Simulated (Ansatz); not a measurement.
# Ag2O under changes of volume

One of the cells (17.503 Å³/atom); the others are scaled copies at fixed shape and fractional positions:

```
Ag O
1.0
     4.71800    0.00000    0.00000
     0.00000    4.71800    0.00000
     0.00000    0.00000    4.71800
Ag O
4 2
Direct
  0.75000 0.25000 0.75000
  0.75000 0.75000 0.25000
  0.25000 0.75000 0.75000
  0.25000 0.25000 0.25000
  0.50000 0.50000 0.50000
  0.00000 0.00000 0.00000
```

* Program: Ansatz 0.2.0
* Functional: PBEsol
* Potentials or basis: all-electron LAPW, scalar-relativistic
* Cutoff: 410 eV (chosen from the basis error)
* Basis error allowed: 0.001 eV/atom
* k mesh: 6 × 6 × 6
* Occupations: fermi-dirac, width 0.05 eV
* Spin: no spin polarisation

```csv
volume (Å³/atom),energy over the lowest point (meV/atom),pressure (GPa)
16.453,14.95,5.5
16.803,5.41,3.2
17.153,0.62,1.2
17.503,0.00,-0.6
17.853,3.08,-2.2
18.204,9.43,-3.6
18.554,?,?
```

**Question.** What does the run at 18.554 Å³/atom give?

**Answer.** Energy over the lowest point 18.65 meV/atom; pressure -4.8 GPa.

Worked out: A Birch-Murnaghan fit of order 3 (a polynomial in V^(-2/3)) to the other rows has its minimum at 17.38 Å³/atom with B0 = V·E''(V) = 87 GPa and B' = 5.2. It gives 18.63 meV/atom at 18.554 Å³/atom, against the run's 18.65, and -dE/dV = -4.8 GPa, against -4.8.

Energies are extrapolated to zero smearing.
